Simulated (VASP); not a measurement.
# CdS (Hawleyite) (F-43m) in VASP: further runs

The runs below take CdS (Hawleyite) through single point, electron localisation function, with PBE, BLYP, LDA.

All numbers are computed with VASP 6.6.1; they aren't measurements. Logs are shortened: lines on timing, memory, paths and dates and some standing lists are left out, and cuts for length are marked.

### 1 The structure

It takes space group F-43m (No. 216, cubic). Conventional cell: a = 5.833 Å, b = 5.833 Å, c = 5.833 Å, α = 90.00°, β = 90.00°, γ = 90.00°. Cd (site symmetry -43m) has 4 S at 2.53 Å as nearest neighbours. S (site symmetry -43m) has 4 Cd at 2.53 Å as nearest neighbours.

### 2 Single point, PBE

Input file INCAR:

```
SYSTEM = CdS
PREC = Accurate ; ENCUT = 520
EDIFF = 1E-6 ; ISMEAR = 0
SIGMA = 0.1 ; LREAL = .False.
LASPH = .True. ; NELM = 60
ALGO = Fast ; ISIF = 2
LWAVE = .False. ; LCHARG = .False.
GGA = PE ; NBANDS = 16
```

Input file KPOINTS:

```
regular mesh
0
Gamma
  8 8 8
  0 0 0
```

Input file POSCAR:

```
CdS
1.0
    0.0000000000      2.9165000000      2.9165000000
    2.9165000000      0.0000000000      2.9165000000
    2.9165000000      2.9165000000      0.0000000000
Cd S
1 1
Cartesian
    0.0000000000      0.0000000000      0.0000000000
    4.3747500000      4.3747500000      4.3747500000
```

Potentials or basis: VASP PAW PBE potentials, release 54 (Cd, S).

Started as:

```
$ cat potpaw_PBE.54/Cd/POTCAR potpaw_PBE.54/S/POTCAR > POTCAR
$ mpirun -np 1 vasp_std > vasp.out
```

OUTCAR:

```text
SYSTEM = CdS
   PREC = Accurate
   ENCUT = 520
   EDIFF = 1E-6
   ISMEAR = 0
   LREAL = .False.
   LASPH = .True.
   NELM = 60
   ISIF = 2
   GGA = PE

 ion  position               nearest neighbor table
   1  0.000  0.000  0.000-   2 2.53   2 2.53   2 2.53   2 2.53
   2  0.750  0.750  0.750-   1 2.53   1 2.53   1 2.53   1 2.53

  LATTYP: Found a face centered cubic cell.
 ALAT       =     5.8330000000

  Lattice vectors:

 A1 = (   0.0000000000,   2.9165000000,   2.9165000000)
 A2 = (   2.9165000000,   0.0000000000,   2.9165000000)
 A3 = (   2.9165000000,   2.9165000000,   0.0000000000)

Analysis of symmetry for initial positions (statically):
=====================================================================
 Subroutine PRICEL returns:
 Original cell was already a primitive cell.

 Routine SETGRP: Setting up the symmetry group for a
 face centered cubic supercell.

 Subroutine GETGRP returns: Found 24 space group operations
 (whereof 24 operations were pure point group operations)
 out of a pool of 48 trial point group operations.

The static configuration has the point symmetry T_d .

Analysis of symmetry for dynamics (positions and initial velocities):
=====================================================================
 Subroutine PRICEL returns:
 Original cell was already a primitive cell.

 Routine SETGRP: Setting up the symmetry group for a
 face centered cubic supercell.

 Subroutine GETGRP returns: Found 24 space group operations
 (whereof 24 operations were pure point group operations)
 out of a pool of 48 trial point group operations.

The dynamic configuration has the point symmetry T_d .

 Subroutine INISYM returns: Found 24 space group operations
 (whereof 24 operations are pure point group operations),
 and found     1 'primitive' translations

----------------------------------------------------------------------------------------

                                     Primitive cell

  volume of cell :      49.6153

  direct lattice vectors                    reciprocal lattice vectors
     0.000000000  2.916500000  2.916500000    -0.171438368  0.171438368  0.171438368
     2.916500000  0.000000000  2.916500000     0.171438368 -0.171438368  0.171438368
     2.916500000  2.916500000  0.000000000     0.171438368  0.171438368 -0.171438368

  length of vectors
     4.124553855  4.124553855  4.124553855     0.296939964  0.296939964  0.296939964

  position of ions in fractional coordinates (direct lattice)
     0.000000000  0.000000000  0.000000000
     0.750000000  0.750000000  0.750000000

  ion indices of the primitive-cell ions
   primitive index   ion index
                 1           1
                 2           2

----------------------------------------------------------------------------------------

 KPOINTS: regular mesh

Automatic generation of k-mesh.
 Grid dimensions read from file:
 generate k-points for:    8    8    8

 Generating k-lattice:

  Cartesian coordinates                     Fractional coordinates (reciprocal lattice)
    -0.021429796  0.021429796  0.021429796     0.125000000  0.000000000  0.000000000
     0.021429796 -0.021429796  0.021429796     0.000000000  0.125000000  0.000000000
     0.021429796  0.021429796 -0.021429796     0.000000000  0.000000000  0.125000000

  Length of vectors
     0.037117495  0.037117495  0.037117495

  Shift w.r.t. Gamma in fractional coordinates (k-lattice)
     0.000000000  0.000000000  0.000000000

 Subroutine IBZKPT returns following result:
 ===========================================

 Found     29 irreducible k-points:

 Following reciprocal coordinates:
            Coordinates               Weight
  0.000000  0.000000  0.000000      1.000000
  0.125000  0.000000  0.000000      8.000000
  0.250000  0.000000  0.000000      8.000000
  0.375000  0.000000  0.000000      8.000000
  0.500000  0.000000  0.000000      4.000000
  0.125000  0.125000  0.000000      6.000000
[... 16 lines left out ...]
  0.500000  0.250000  0.125000     48.000000
 -0.375000  0.250000  0.125000     24.000000
[... 43 lines left out ...]

 val. band max:        1.3137008320   @ k =   0.0000   0.0000   0.0000
 cond. band min:       2.4637055858   @ k =   0.0000   0.0000   0.0000
 fundamental gap:      1.1500047537
 Fermi energy:         1.8006320939

 k-point     1 :       0.0000    0.0000    0.0000
  band No.  band energies     occupation
      1     -11.0561      2.00000
      2      -6.4140      2.00000
      3      -6.4140      2.00000
      4      -6.4140      2.00000
      5      -5.9340      2.00000
      6      -5.9340      2.00000
[... 8 lines left out ...]
     15      12.7948      0.00000
     16      12.7948      0.00000

 k-point     2 :       0.1250    0.0000    0.0000
  band No.  band energies     occupation
      1     -10.9940      2.00000
      2      -6.3914      2.00000
      3      -6.3914      2.00000
      4      -6.3602      2.00000
      5      -5.9351      2.00000
      6      -5.9351      2.00000
[... 8 lines left out ...]
     15      12.1971      0.00000
     16      13.3257      0.00000

 k-point     3 :       0.2500    0.0000    0.0000
  band No.  band energies     occupation
      1     -10.8433      2.00000
      2      -6.3427      2.00000
      3      -6.3427      2.00000
      4      -6.1674      2.00000
      5      -5.9297      2.00000
      6      -5.9297      2.00000
[... 8 lines left out ...]
     15      11.9617      0.00000
     16      12.6502      0.00000

 k-point     4 :       0.3750    0.0000    0.0000
  band No.  band energies     occupation
      1     -10.6926      2.00000
      2      -6.3051      2.00000
      3      -6.3051      2.00000
      4      -5.9097      2.00000
      5      -5.9097      2.00000
      6      -5.8121      2.00000
[... 8 lines left out ...]
     15      12.8188      0.00000
     16      12.8188      0.00000
[... 324 lines left out ...]
 k-point    22 :       0.3750    0.2500    0.1250
  band No.  band energies     occupation
      1     -10.7327      2.00000
      2      -6.2906      2.00000
      3      -6.2642      2.00000
      4      -6.1008      2.00000
      5      -5.9267      2.00000
      6      -5.8734      2.00000
[... 8 lines left out ...]
     15      13.3243      0.00000
     16      15.2084      0.00000

 k-point    23 :       0.5000    0.2500    0.1250
  band No.  band energies     occupation
      1     -10.6143      2.00000
      2      -6.2547      2.00000
      3      -6.2287      2.00000
      4      -6.0002      2.00000
      5      -5.9004      2.00000
      6      -5.6426      2.00000
[... 8 lines left out ...]
     15      14.1447      0.00000
     16      14.4109      0.00000

 k-point    24 :      -0.3750    0.2500    0.1250
  band No.  band energies     occupation
      1     -10.5660      2.00000
      2      -6.2499      2.00000
      3      -6.2118      2.00000
      4      -5.9598      2.00000
      5      -5.9072      2.00000
      6      -5.4400      2.00000
[... 8 lines left out ...]
     15      13.6167      0.00000
     16      14.4865      0.00000

 [... further k-points ...]

------------------------ aborting loop because EDIFF is reached ----------------------------------------

  FORCE on cell =-STRESS in cart. coord.  units (eV):
  Direction    XX          YY          ZZ          XY          YZ          ZX
  --------------------------------------------------------------------------------------
  -------------------------------------------------------------------------------------
  Total        1.0000370      1.0000370      1.0000370      0.0000000      0.0000000      0.0000000
  in kB       32.2931726     32.2931726     32.2931726      0.0000000      0.0000000      0.0000000
  external PRESSURE =      32.2931726 kB  Pullay stress =       0.0000000 kB

 VOLUME and BASIS-vectors are now :
 -----------------------------------------------------------------------------
  energy-cutoff  :      520.00
  volume of cell :       49.62
      direct lattice vectors                 reciprocal lattice vectors
     0.000000000  2.916500000  2.916500000    -0.171438368  0.171438368  0.171438368
     2.916500000  0.000000000  2.916500000     0.171438368 -0.171438368  0.171438368
     2.916500000  2.916500000  0.000000000     0.171438368  0.171438368 -0.171438368

 POSITION                                       TOTAL-FORCE (eV/Angst)
 -----------------------------------------------------------------------------------
      0.00000      0.00000      0.00000         0.000000     -0.000000      0.000000
      4.37475      4.37475      4.37475        -0.000000      0.000000     -0.000000
 -----------------------------------------------------------------------------------
    total drift:                                0.000000      0.000000      0.000000

  FREE ENERGIE OF THE ION-ELECTRON SYSTEM (eV)
  ---------------------------------------------------
  free  energy   TOTEN  =        -6.1212775321 eV

  energy  without entropy=       -6.1212775321  energy(sigma->0) =       -6.12127753
```

Wall time 13 s (1 thread of Intel Xeon Platinum 8488C (Sapphire Rapids), shared host); peak memory 0.18 GiB.

What came out:

* Free energy: -6.1213 eV
* Pressure: 3.2 GPa
* Band gap on the k mesh: 1.15 eV, direct

Levels at points of the mesh, in eV from the valence-band top:
```tsv
k point	band 6	band 7	band 8	band 9	band 10	band 11	band 12	band 13
(0.00, 0.00, 0.00)	-7.25	0.00	0.00	0.00	1.15	6.55	6.55	6.55
(0.50, 0.00, 0.00)	-6.87	-4.40	-0.75	-0.75	3.02	7.01	7.01	7.48
(0.50, 0.50, 0.00)	-6.80	-3.95	-1.88	-1.88	3.55	4.35	9.23	10.78
```

PBE gaps usually lie below the measured ones, often by a third to a half.

### 3 Single point, PBE

Input file run.py:

```python
from ase.calculators.vasp import Vasp
from ase.dft.bandgap import bandgap
from ase.io import read

atoms = read('CdS.cif')
calc = Vasp(
    directory='calc',
    xc='pbe',
    pp='PBE',
    setups='recommended',
    pp_version='54',
    prec='Accurate',
    encut=520,
    ediff=1e-06,
    ismear=0,
    sigma=0.1,
    lreal=False,
    lasph=True,
    nelm=60,
    algo='Normal',
    isif=2,
    lwave=False,
    lcharg=False,
    kpts=[8, 8, 8],
    gamma=True,
    nbands=16,
)
atoms.calc = calc

print('energy (eV):', atoms.get_potential_energy())
print('free energy (eV):', atoms.get_potential_energy(force_consistent=True))
print('forces (eV/A):')
print(atoms.get_forces())
print('stress (eV/A^3, Voigt):', atoms.get_stress())
print('Fermi level (eV):', calc.get_fermi_level())
gap, top, bottom = bandgap(calc)
print('band gap (eV):', gap, 'from (spin, k, band)', top, 'to', bottom)
```

Input file CdS.cif:

```cif
data_CdS
_cell_length_a 4.12455385
_cell_length_b 4.12455385
_cell_length_c 4.12455385
_cell_angle_alpha 60.00000000
_cell_angle_beta 60.00000000
_cell_angle_gamma 60.00000000
_space_group_name_H-M_alt 'P1'
_space_group_name_Hall 'P 1'
_space_group_IT_number 1
loop_
_space_group_symop_operation_xyz
'x,y,z'
loop_
_atom_site_label
_atom_site_type_symbol
_atom_site_symmetry_multiplicity
_atom_site_Wyckoff_symbol
_atom_site_fract_x
_atom_site_fract_y
_atom_site_fract_z
_atom_site_occupancy
Cd1 Cd 1 a 0.0000000000 0.0000000000 0.0000000000 1
S1 S 1 a 0.7500000000 0.7500000000 0.7500000000 1
```

Potentials or basis: VASP PAW PBE potentials, release 54 (Cd, S).

Started as:

```
$ python run.py
```

Run time: 19 s. Hardware: 1 thread of Intel Xeon Platinum 8488C (Sapphire Rapids), shared host; peak memory 0.18 GiB.

Results (log left out):

```
Free energy            : -6.1213 eV
Pressure               : 3.2 GPa
Band gap on the k mesh : 1.15 eV, direct
```

Levels at points of the mesh, in eV from the valence-band top:
```csv
k point,band 6,band 7,band 8,band 9,band 10,band 11,band 12,band 13
"(0.00, 0.00, 0.00)",-7.25,0.00,0.00,0.00,1.15,6.55,6.55,6.55
"(0.50, 0.00, 0.00)",-6.87,-4.40,-0.75,-0.75,3.02,7.01,7.01,7.48
"(0.50, 0.50, 0.00)",-6.80,-3.95,-1.88,-1.88,3.55,4.35,9.23,10.78
```

As with any semilocal functional, this PBE gap is likely too small.

### 4 Electron localisation function, BLYP (atoms moved at random, drawn with an rms of 0.05 Å)

Input file INCAR:

```
PREC = Accurate
ENCUT = 520
EDIFF = 1E-7
ISMEAR = -5
SIGMA = 0.05
LREAL = F
LASPH = T
NELM = 80
ALGO = Normal
ISIF = 2
LWAVE = F
LCHARG = T
GGA = B5
ALDAX = 1.0
AGGAX = 1.0
AGGAC = 1.0
ALDAC = 0.0
LELF = T
```

Input file KPOINTS:

```
Automatic mesh
0
Gamma
  8 8 8
```

Input file POSCAR:

```
CdS
1.0
    0.0000000000      2.9165000000      2.9165000000
    2.9165000000      0.0000000000      2.9165000000
    2.9165000000      2.9165000000      0.0000000000
Cd S
1 1
Cartesian
    0.0554018340     -0.0400960420      0.0351379920
    4.3655805240      4.3702381745      4.3625561135
```

Potentials or basis: VASP PAW PBE potentials, release 64 (Cd, S).

Started as:

```
$ cat potpaw_PBE.64/Cd/POTCAR potpaw_PBE.64/S/POTCAR > POTCAR
$ mpirun -np 1 vasp_std > vasp.out
```

It took 1.9 min on 1 thread of Intel Xeon Platinum 8488C (Sapphire Rapids), shared host; peak memory 0.31 GiB.

It converged, with:

```yaml
Free_energy: -5.0869 eV
Pressure: 6.7 GPa
Largest_force: 0.578 eV/Å
Band_gap_on_the_k_mesh: 1.11 eV, direct
```

Forces on the atoms (eV/Å):
```
Cd  -0.401  0.269 -0.319
S    0.401 -0.269  0.319
```

Stress tensor (GPa, compression positive):
```
 6.68 -1.39  1.14
-1.39  6.79 -1.79
 1.14 -1.79  6.75
```

Levels at points of the mesh, in eV from the valence-band top:
```
           k point  band 7  band 8  band 9  band 10  band 11  band 12
(0.00, 0.00, 0.00)   -0.06    0.00    0.00     1.11     6.52     6.53
(0.50, 0.00, 0.00)   -4.32   -0.84   -0.64     2.93     6.78     7.22
(0.00, 0.50, 0.00)   -4.57   -0.85   -0.80     3.11     7.06     7.17
(0.00, 0.00, 0.50)   -4.37   -0.86   -0.64     2.96     6.79     7.26
(0.50, 0.50, 0.50)   -4.30   -0.83   -0.63     2.91     6.79     7.19
(0.50, 0.50, 0.00)   -3.97   -1.88   -1.87     3.61     4.34     9.25
(0.00, 0.50, 0.50)   -3.96   -1.88   -1.87     3.61     4.35     9.25
(0.50, 0.00, 0.50)   -3.97   -1.88   -1.86     3.62     4.33     9.25
```

Caveat: the PAW data sets were made with another functional, which shifts forces and pressure a little.

### 5 Single point, LDA, spin-orbit coupling, no magnetisation

run.py, as its differences from that of step 3:

```diff
@@ -4,17 +4,16 @@
 
-atoms = read('CdS.cif')
+atoms = read('CdS.cif', primitive_cell=True, subtrans_included=False)
 calc = Vasp(
     directory='calc',
-    xc='pbe',
-    pp='PBE',
+    xc='lda',
+    pp='LDA',
     setups='recommended',
-    pp_version='54',
     prec='Accurate',
-    encut=520,
-    ediff=1e-06,
+    encut=300,
+    ediff=1e-07,
     ismear=0,
-    sigma=0.1,
+    sigma=0.05,
     lreal=False,
     lasph=True,
-    nelm=60,
+    nelm=100,
     algo='Normal',
@@ -23,5 +22,8 @@
     lcharg=False,
-    kpts=[8, 8, 8],
+    lorbit=11,
+    lsorbit=True,
+    gga_compat=False,
+    kpts=[6, 6, 6],
     gamma=True,
-    nbands=16,
+    nbands=30,
 )
```

Input file CdS.cif:

```cif
data_CdS
_cell_length_a 5.83300000
_cell_length_b 5.83300000
_cell_length_c 5.83300000
_cell_angle_alpha 90.00000000
_cell_angle_beta 90.00000000
_cell_angle_gamma 90.00000000
_space_group_name_H-M_alt 'F-43m'
_space_group_name_Hall 'F -4 2 3'
_space_group_IT_number 216
loop_
_space_group_symop_operation_xyz
'x,y,z'
'y,-x,-z'
'-x,-y,z'
'-y,x,-z'
'x,-y,-z'
'y,x,z'
'-x,y,-z'
'-y,-x,z'
'z,x,y'
'-z,y,-x'
'z,-x,-y'
'-z,-y,x'
'-z,x,-y'
'z,y,x'
'-z,-x,y'
'z,-y,-x'
'y,z,x'
'-x,-z,y'
'-y,z,-x'
'x,-z,-y'
'-y,-z,x'
'x,z,y'
'y,-z,-x'
'-x,z,-y'
'x,y+1/2,z+1/2'
'y,-x+1/2,-z+1/2'
'-x,-y+1/2,z+1/2'
'-y,x+1/2,-z+1/2'
'x,-y+1/2,-z+1/2'
'y,x+1/2,z+1/2'
'-x,y+1/2,-z+1/2'
'-y,-x+1/2,z+1/2'
'z,x+1/2,y+1/2'
'-z,y+1/2,-x+1/2'
'z,-x+1/2,-y+1/2'
'-z,-y+1/2,x+1/2'
'-z,x+1/2,-y+1/2'
'z,y+1/2,x+1/2'
'-z,-x+1/2,y+1/2'
'z,-y+1/2,-x+1/2'
'y,z+1/2,x+1/2'
'-x,-z+1/2,y+1/2'
'-y,z+1/2,-x+1/2'
'x,-z+1/2,-y+1/2'
'-y,-z+1/2,x+1/2'
'x,z+1/2,y+1/2'
'y,-z+1/2,-x+1/2'
'-x,z+1/2,-y+1/2'
'x+1/2,y,z+1/2'
'y+1/2,-x,-z+1/2'
'-x+1/2,-y,z+1/2'
'-y+1/2,x,-z+1/2'
'x+1/2,-y,-z+1/2'
'y+1/2,x,z+1/2'
'-x+1/2,y,-z+1/2'
'-y+1/2,-x,z+1/2'
'z+1/2,x,y+1/2'
'-z+1/2,y,-x+1/2'
'z+1/2,-x,-y+1/2'
'-z+1/2,-y,x+1/2'
'-z+1/2,x,-y+1/2'
'z+1/2,y,x+1/2'
'-z+1/2,-x,y+1/2'
'z+1/2,-y,-x+1/2'
'y+1/2,z,x+1/2'
'-x+1/2,-z,y+1/2'
'-y+1/2,z,-x+1/2'
'x+1/2,-z,-y+1/2'
'-y+1/2,-z,x+1/2'
'x+1/2,z,y+1/2'
'y+1/2,-z,-x+1/2'
'-x+1/2,z,-y+1/2'
'x+1/2,y+1/2,z'
'y+1/2,-x+1/2,-z'
'-x+1/2,-y+1/2,z'
'-y+1/2,x+1/2,-z'
'x+1/2,-y+1/2,-z'
'y+1/2,x+1/2,z'
'-x+1/2,y+1/2,-z'
'-y+1/2,-x+1/2,z'
'z+1/2,x+1/2,y'
'-z+1/2,y+1/2,-x'
'z+1/2,-x+1/2,-y'
'-z+1/2,-y+1/2,x'
'-z+1/2,x+1/2,-y'
'z+1/2,y+1/2,x'
'-z+1/2,-x+1/2,y'
'z+1/2,-y+1/2,-x'
'y+1/2,z+1/2,x'
'-x+1/2,-z+1/2,y'
'-y+1/2,z+1/2,-x'
'x+1/2,-z+1/2,-y'
'-y+1/2,-z+1/2,x'
'x+1/2,z+1/2,y'
'y+1/2,-z+1/2,-x'
'-x+1/2,z+1/2,-y'
loop_
_atom_site_label
_atom_site_type_symbol
_atom_site_symmetry_multiplicity
_atom_site_Wyckoff_symbol
_atom_site_fract_x
_atom_site_fract_y
_atom_site_fract_z
_atom_site_occupancy
Cd1 Cd 4 a 0.0000000000 0.0000000000 0.0000000000 1
S1 S 4 c 0.2500000000 0.2500000000 0.2500000000 1
```

Potentials or basis: VASP PAW LDA potentials, release 64 (Cd, S).

Started as:

```
$ python run.py
```

Run time: 74 s. Hardware: 1 thread of Intel Xeon Platinum 8488C (Sapphire Rapids), shared host; peak memory 0.21 GiB.

The run converged, but some of its settings lie outside the range that counts as converged (typed here: ENCUT = 300), so its numbers aren't taken as properties of the crystal.

Results:

* Free energy: -7.4202 eV
* Valence electrons inside the program's atomic spheres: Cd 10.30; S 3.70

Caveat: the cutoff is under 1.25 times the usual one of these potentials, so pressure, stress and relaxed cells hold a basis-set (Pulay) error.
